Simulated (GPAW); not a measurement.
Runs of GPAW 26.7.0 on C. The structure is cubic, space group Fd-3m (No. 227). Conventional cell: a = 3.567 Å, b = 3.567 Å, c = 3.567 Å, α = 90.00°, β = 90.00°, γ = 90.00°. C (site symmetry -43m) has 4 C at 1.54 Å as nearest neighbours. This isn't the form of C at room conditions, which is graphite.

```tsv
task	level	potentials or basis	cell	k mesh	cutoff (eV)	maxiter	band path	band points	eigensolver	optimizer	grid spacing	gap on the mesh (eV)	pressure (GPa)	V0 of scaled cells (Å³/atom)	B0 (GPa)
band structure	LDA	PAW data sets generated in the run's folder for this functional, pw	as given	10 × 10 × 10	800	150	GXWKGLUWLK,UX	60	-	-	-	4.13	-13.5	-	-
equation of state	PW91+D4	PAW data sets generated in the run's folder for this functional, pw	as given	10 × 10 × 10	800	150	-	-	-	-	-	-	-	5.64	442
single point	PBEint	PAW data sets generated in the run's folder for this functional, lcao:dzp	as given	13 × 13 × 13	-	150	-	-	-	-	0.18 Å	4.08	-	-	-
band structure	PBE	GPAW PAW data sets (gpaw-data 1.2.1), fd	as given	10 × 10 × 10	-	150	GXWKGLUWLK,UX	60	-	-	0.2 Å	4.18	-	-	-
band structure	mBEEF	GPAW PAW data sets (gpaw-data 1.2.1), pw	as given	10 × 10 × 10	800	150	GXWKGLUWLK,UX	80	-	-	-	4.55	-6.7	-	-
band structure	r2SCAN	GPAW PAW data sets (gpaw-data 1.2.1), pw	as given	13 × 13 × 13	800	150	GXWKGLUWLK,UX	80	-	-	-	4.36	-3.1	-	-
equation of state	PBEsol+D3	PAW data sets generated in the run's folder for this functional, pw	as given	10 × 10 × 10	800	150	-	-	-	-	-	-	-	5.59	(b)
equation of state	vdW-DF	GPAW PAW data sets (gpaw-data 1.2.1), pw	as given	10 × 10 × 10	800	150	-	-	-	-	-	-	-	5.83	410
band structure	rSCAN	GPAW PAW data sets (gpaw-data 1.2.1), pw	as given	10 × 10 × 10	800	150	GXWKGLUWLK,UX	100	-	-	-	4.41	-5.2	-	-
band structure	RPBE	the program's PAW data sets (release 1.2.1) made for this functional, pw	as given	10 × 10 × 10	800	150	GXWKGLUWLK,UX	60	-	-	-	4.17	(a)	-	-
relaxation of cell and atoms	BLYP	PAW data sets generated in the run's folder for this functional, pw	relaxed	13 × 13 × 13	800	150	-	-	davidson	BFGS	-	4.40	0.1	-	-
```

Alike in all rows: no spin polarisation; smearing fermi-dirac 0.05 eV.

Task: Estimate the missing entries.

Result: (a) 7.6; (b) 452.

Caveats: the PAW data sets were made with another functional, which shifts forces and pressure a little (some runs); an odd mesh through Γ misses points on the zone boundary, where band edges often lie (some runs); the basis of atomic orbitals isn't converged, which shifts pressures, moduli and gaps (some runs); later steps reuse the first step's grids (some runs).

Not every run made on this cell is shown here.
